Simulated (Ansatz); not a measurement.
## Ir in Ansatz: the effect of target pressure

The system is Ir.

```
CELL_PARAMETERS angstrom
2.75138 0.00000 0.00000
-1.37569 2.38276 0.00000
0.00000 0.00000 4.46229
ATOMIC_POSITIONS crystal
Ir 0.33333 0.66667 0.25000
Ir 0.66667 0.33333 0.75000
```

This isn't the form of Ir at room conditions, which is fcc.

Alike in all runs:

* Program: Ansatz 0.2.0
* Task: relaxation of cell and atoms
* Functional: PBEsol
* Potentials or basis: all-electron LAPW, scalar-relativistic
* Basis error allowed: 0.001 eV/atom
* k mesh: 11 × 11 × 6
* Occupations: fermi-dirac, width 0.05 eV
* Spin: no spin polarisation

Each run relaxes the cell or the atoms first.

**Question.** One run gave: relaxed volume 13.78 Å³/atom. Which target pressure did it use?
A. 30 GPa
B. 0 GPa
C. 10 GPa
D. 5 GPa
E. 20 GPa

**Answer.** C.

```tsv
target pressure	relaxed volume (Å³/atom)
0 GPa	14.12
5 GPa	13.94
10 GPa	13.78
20 GPa	13.48
30 GPa	13.21
```
